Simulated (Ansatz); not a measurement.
## What a trial cell of LiS3 relaxes into

Computed with DFT PBE, scalar-relativistic, plane waves, PAW in Ansatz 0.2.0. Cutoff 420 eV, Gaussian smearing, Γ-centred meshes. Cell and atoms relax first on a coarse mesh and then on a finer one. In between, the cell is made exact in the group found at 0.06 Å. In metals the finer mesh still leaves noise of several meV/atom or more. The steps can't lower the symmetry of their start. No spin polarisation.

A trial structure of LiS3 was built thus: perovskite family, tilts a-a-a-, polar shift along [111] (R3c, No. 161) (A site vacant; B site Li; X site S). The dimensions are guesses.

```
Li S
1.0
     3.53553    2.04124    5.77350
    -3.53553    2.04124    5.77350
     0.00000   -4.08248    5.77350
Li S
2 6
Direct
  0.99147 0.99147 0.99147
  0.49147 0.49147 0.49147
  0.25000 0.70787 0.79213
  0.70787 0.79213 0.25000
  0.79213 0.25000 0.70787
  0.75000 0.29213 0.20787
  0.29213 0.20787 0.75000
  0.20787 0.75000 0.29213
```

The zero of energy is the elements' standard structures at the same level; no fitted shifts are applied.

Q: Where does the relaxation end?

A: The symmetry goes from R3c (No. 161) to R-3m (No. 166), and the primitive cell from 8 to 4 atoms. The volume per atom shrinks by 29.3 %, from 31.2 to 22.1 Å³. The shortest distance goes from 2.44 Å (Li–S) to 2.46 Å (S–S). The energy falls by about 1.1 eV/atom (the start's value is from the coarse mesh). The end is written in a standard setting, so origin, axes and order of atoms can differ from the start's. Conventional cell: a = 4.928 Å, c = 12.600 Å. Li is surrounded by 6 S at 2.54 Å; around S lie 4 S at 2.46 Å and 2 Li at 2.54 Å.

```yaml
crystal:
  lattice:
    - [2.46399, 1.42258, 4.19986]
    - [-2.46399, 1.42258, 4.19986]
    - [0.00000, -2.84517, 4.19986]
  atoms:
    - { symbol: Li, position: [0.00000, 0.00000, 0.00000] }
    - { symbol: S, position: [0.00000, 0.00000, 0.50000] }
    - { symbol: S, position: [0.00000, 0.50000, 0.00000] }
    - { symbol: S, position: [0.50000, 0.00000, 0.00000] }
```

Q: Give its energy and gap.

A:

* Formation energy: −0.09 eV/atom
* Gap on the 12×12×12 mesh of the 4-atom cell: 0 eV (a metal)

Whether it is stable depends on the other phases of the system, which aren't compared here.

The last run used Gaussian smearing of 0.10 eV. An odd number of electrons in the primitive cell allows no gap without spin; a larger cell or a magnetic state could open one. The cell is a metal run without spin; a magnetic state may lie lower. The reference form of S is held partly by dispersion forces, which this level lacks. A structure relaxed within its symmetry needn't be a true minimum. In all, the 4 runs took 11 min on 1 thread of AMD EPYC (Zen 3), with other jobs on the host.
